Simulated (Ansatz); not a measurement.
# SnSe (zincblende type): the cost of one run

Program: Ansatz 0.2.0. Level of theory: DFT PBE, scalar-relativistic. These are calculated values, not measurements.

## Step 1: The system as given

It takes space group F-43m (No. 216, cubic). Conventional cell: a = 6.778 Å, b = 6.778 Å, c = 6.778 Å, α = 90.00°, β = 90.00°, γ = 90.00°. Around Sn (site symmetry -43m) lie 4 Se at 2.93 Å. Se (site symmetry -43m) is surrounded by 4 Sn at 2.93 Å.

Coordinates:

```
CELL_PARAMETERS angstrom
0.00000 3.38892 3.38892
3.38892 0.00000 3.38892
3.38892 3.38892 0.00000
ATOMIC_POSITIONS crystal
Sn 0.00000 0.00000 0.00000
Se 0.25000 0.25000 0.25000
```

The cell was relaxed by PAW from a hypothetical start (zincblende type); it needn't be the stable phase of this composition.

Atoms are numbered in the order of the input: Sn1, Se2.

## Step 2: Volume × 0.9405, LAPW

Input file input.yaml:

```yaml
crystal:
  lattice:
    - [0.0, 3.3203314452, 3.3203314452]
    - [3.3203314452, 0.0, 3.3203314452]
    - [3.3203314452, 3.3203314452, 0.0]
  atoms:
    - { symbol: Sn, position: [0.0, 0.0, 0.0] }
    - { symbol: Se, position: [0.25, 0.25, 0.25] }
kpoints:
  mp_grid: { grid: [12, 12, 12] }
scf:
  occupations: { method: fermi_dirac, width: 0.05 }
hamiltonian:
  xc: pbe
  pseudopotentials: { kind: all_electron, lapw: { basis_error: 0.001 } }
output:
  forces: true
  stress: true
  eigenvalues: true
```

The run is started by

```bash
ansatz run input.yaml --threads 1 --pin off --max-ram 2048MiB --backend cpu --events-out ev --progress --plain --runs-dir out
```

**Question.** How long does this run take on 1 thread of Intel Xeon Platinum 8259CL at 2.50GHz (Skylake/Cascade Lake), shared host, and how much memory does it need?

About 41 s, with a peak of 0.48 GiB.
